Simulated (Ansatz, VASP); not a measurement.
**One calculation of V3O, two programs**

```
V O
1.0
     3.61151    0.00000    0.00000
     0.00000    3.61151    0.00000
     0.00000    0.00000    3.61151
V O
3 1
Direct
  0.50000 0.00000 0.50000
  0.00000 0.50000 0.50000
  0.50000 0.50000 0.00000
  0.00000 0.00000 0.00000
```

Change from the starting cell: species swapped into the NbZn3 type (Pm-3m, No. 221).

Alike in both runs: functional PBE; k mesh 6 × 6 × 6; occupations gaussian, width 0.1 eV; collinear spin.

Ansatz relaxed the structure, and its values are those at the end. VASP's run is a single point on that final structure, the one shown.

```csv
,VASP,Ansatz
version,VASP 6.6.1,Ansatz 0.2.0
potentials or method,"VASP PAW PBE potentials, release 64 (V_sv, O)","scalar-relativistic, plane waves, PAW"
plane-wave cutoff (eV),520,420
valence electrons in the cell,45,45
```

```tsv
	VASP	Ansatz	Ansatz less VASP
gap on the k mesh at the Fermi level (eV)	none	none	-
pressure (GPa)	0.1	-0.1	-0.20
net moment per atom (μB)	0.00	0.00	0.000
```

A gap of «none» marks a metal or a gap that the smearing closes. Ansatz warned: «seeded_moment_not_kept».

Caveats: semilocal functionals often make such compounds metallic where correlation or magnetic order opens a gap, which also shifts bond lengths.
